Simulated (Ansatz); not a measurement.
# A series in volume scale on BaTiO₃

All results are calculated (Ansatz 0.2.0). Periodic Kohn-Sham DFT of a crystal at fixed atoms, scaled to volume_scale times the given cell; pressure positive in compression, energy less spherical unpolarised free atoms, largest_vzz the field gradient of largest size among the nuclei.

The cell before it is scaled or strained (space group P4/mmm, No. 123):
```
CELL_PARAMETERS angstrom
3.99980 0.00000 0.00000
0.00000 3.99980 0.00000
0.00000 0.00000 4.01800
ATOMIC_POSITIONS crystal
Ba 0.00000 0.00000 0.00000
Ti 0.50000 0.50000 0.50000
O 0.50000 0.50000 0.00000
O 0.50000 0.00000 0.50000
O 0.00000 0.50000 0.50000
```

Settings of every row: method frozen-core PAW; functional PBE; relativity scalar; k mesh 7x7x7; filling fermi-dirac; smearing width 0.03 eV; wave cutoff 420 eV; paw set soft_2.

Atom start moment: 0 on all atoms.

Limits: field gradient without spin-orbit coupling on heavy atoms; no spin-orbit coupling on heavy atoms.

| row | volume scale | V (Å³/atom) | pressure (GPa) | largest V_zz (1e21 V/m^2) |
| --- | --- | --- | --- | --- |
| 1 | 0.94 | 12.085 | 13.779 | 2.187 |
| 2 | 0.96 | 12.342 | 9.294 | 2.373 |
| 3 | 0.98 | 12.599 | 5.277 | 2.553 |
| 4 | 0.99 | 12.728 | 3.428 | 2.638 |
| 5 | 1 | 12.856 | 1.676 | 2.724 |
| 6 | 1.01 | 12.985 | 0.016 | 2.814 |
| 7 | 1.02 | 13.113 | -1.555 | 2.895 |
| 8 | 1.04 | 13.371 | ? | ? |
| 9 | 1.06 | 13.628 | -7.047 | 3.212 |

Question: what pressure and largest V_zz should row 8 give?

Worked fit of pressure. Take u = (V_r/V)^(2/3) − 1 with V_r = 12.792 Å³ an atom, which is twice the finite (Eulerian) strain; such expansions in the strain, on which the Birch-Murnaghan equation of state is built, carry the rest volume and the bulk modulus. The shown rows have u = 0.03863, 0.02416, 0.01019, 0.00335, -0.00332, -0.00993, -0.01639, -0.04133. Least squares give pressure = 2.5377 + 261.479 × u + 740.25 × u² + 605 × u³ GPa; a parabola predicts inner rows, each left out in turn, worse (root mean square 0.01 against 0.0049 GPa). The rows lie off it by 0.001, -0.002, -0.003, 0.006, -0.002, 0.002, -0.003, 0.000 (root mean square 0.0029 GPa). The pressure vanishes at u = -0.0100, or V = 12.99 Å³ an atom, and there the bulk modulus at fixed shape and fractions is B = −V dP/dV = (2/3)(1 + u) dP/du = 163 GPa. Letting shape and atoms relax would as a rule lower it, by much in layered, chain or molecular crystals. The withheld row has u = -0.02908, so the fit gives 2.5377 + 261.479 × (-0.02908) + 740.25 × (-0.02908)² + 605 × (-0.02908)³ = -4.455 GPa.

The calculation gave -4.452 GPa. The fit lies 0.003 GPa (0.014 % of the column's range) below it; its largest miss of a shown row is 0.006 GPa.

Worked fit of largest V_zz. Take t = volume scale − 0.99. The shown rows have t = -0.05, -0.03, -0.01, 0, 0.01, 0.02, 0.03, 0.07. Least squares give largest V_zz = 2.6401 + 8.695 × t − 7.39 × t² 1e21 V/m^2; a straight line predicts inner rows, each left out in turn, worse (root mean square 0.0084 against 0.0023 1e21 V/m^2). The rows lie off it by 0.000, 0.000, 0.001, -0.002, -0.002, 0.003, 0.001, -0.001. The withheld row has t = 0.05, so the fit gives 2.6401 + 8.695 × (0.05) − 7.39 × (0.05)² = 3.056 1e21 V/m^2.

The calculation gave 3.058 1e21 V/m^2. The fit lies 0.002 1e21 V/m^2 (0.2 % of the column's range) below it; its largest miss of a shown row is 0.003 1e21 V/m^2.
